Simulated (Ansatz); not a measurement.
## A series in volume scale on Rh

Periodic Kohn-Sham DFT of a crystal at fixed atoms, scaled to volume_scale times the given cell; pressure positive in compression, energy less spherical unpolarised free atoms, largest_vzz the field gradient of largest size among the nuclei. The results are calculated, by Ansatz 0.2.0.

The cell before it is scaled or strained (space group Fm-3m, No. 225):
```
CELL_PARAMETERS angstrom
0.00000 1.90160 1.90160
1.90160 0.00000 1.90160
1.90160 1.90160 0.00000
ATOMIC_POSITIONS crystal
Rh 0.00000 0.00000 0.00000
```

Settings of every row: method all-electron PAW; functional PBE; relativity scalar; k mesh 16x16x16; filling fermi-dirac; smearing width 0.08 eV; nucleus gaussian.

Atom start moment: 0 on all atoms.

```csv
row,volume scale,V (Å³/atom),pressure (GPa)
1,0.94,12.928,26.672
2,0.96,13.203,18.936
3,0.98,13.476,?
4,0.99,13.615,8.939
5,1.01,13.89,3.206
6,1.02,14.026,0.591
7,1.04,14.301,-4.19
```

Question: what pressure should row 3 give?

Worked fit of pressure. Take u = (V_r/V)^(2/3) − 1 with V_r = 13.753 Å³ an atom, which is twice the finite (Eulerian) strain; such expansions in the strain, on which the Birch-Murnaghan equation of state is built, carry the rest volume and the bulk modulus. The shown rows have u = 0.0421, 0.02758, 0.00675, -0.00659, -0.01302, -0.02571. Least squares give pressure = 5.9668 + 431.453 × u + 1428.11 × u² GPa; a straight line predicts inner rows, each left out in turn, worse (root mean square 0.61 against 0.02 GPa). The rows lie off it by 0.010, -0.017, -0.005, 0.020, 0.000, -0.008 (root mean square 0.012 GPa). The pressure vanishes at u = -0.0145, or V = 14.06 Å³ an atom, and there the bulk modulus at fixed shape and fractions is B = −V dP/dV = (2/3)(1 + u) dP/du = 256 GPa. The withheld row has u = 0.01366, so the fit gives 5.9668 + 431.453 × (0.01366) + 1428.11 × (0.01366)² = 12.127 GPa.

The calculation gave 12.073 GPa. The fit lies 0.054 GPa (0.17 % of the column's range) above it; its largest miss of a shown row is 0.020 GPa.
